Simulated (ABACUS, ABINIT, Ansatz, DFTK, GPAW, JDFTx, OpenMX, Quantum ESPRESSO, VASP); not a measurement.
One calculation of NaI, 10 ways

```
I Na
1.0
     0.00000    3.23640    3.23640
     3.23640    0.00000    3.23640
     3.23640    3.23640    0.00000
I Na
1 1
Direct
  0.50000 0.50000 0.50000
  0.00000 0.00000 0.00000
```

Alike in all runs: task single point; functional PBE; k mesh 7 × 7 × 7; occupations fermi-dirac, width 0.05 eV; no spin polarisation; no spin-orbit coupling. Pressure is positive in compression and, in plane waves, holds the error of the finite cutoff, which Ansatz's Pulay term estimates and takes out.

```csv
program and potentials,plane-wave cutoff (eV),notes,pressure (GPa)
"VASP, PBE PAW files I, Na_pv, 520 eV",520,7 valence electrons an atom on average,0.43
"OpenMX, OpenMX 2013 PBE set, I7.0-s3p2d2f1, Na9.0-s3p2d1, grid cutoff 500 Ry",-,atomic basis; 8 valence electrons an atom on average,0.69
"ABACUS, PseudoDojo NC SR 0.4.1 PBE standard, plane waves",1211,8 valence electrons an atom on average,0.43
"DFTK, PseudoDojo SR PBE 0.4.1 standard (PBE)",1197,8 valence electrons an atom on average,0.42
"GPAW, GPAW PAW data sets (gpaw-data 1.2.1)",800,7 valence electrons an atom on average,0.44
"Ansatz, all-electron LAPW, scalar-relativistic",-,-,0.43
"Ansatz, Ansatz PAW (earlier soft set)",420,13 valence electrons an atom on average,0.42
"ABINIT, JTH PAW PBE v2.0",1088,8 valence electrons an atom on average,0.46
"Quantum ESPRESSO, SSSP 1.3 efficiency PBE",748,8 valence electrons an atom on average,?
"JDFTx, PseudoDojo-SR-PBE-0.5-standard",1197,8 valence electrons an atom on average,0.41
```

Problem. Estimate from the other rows what the run with Quantum ESPRESSO, SSSP 1.3 efficiency PBE gave.

Solution. Pressure 0.45 GPa. The other rows, which needn't bracket it: pressure 0.41 to 0.69.
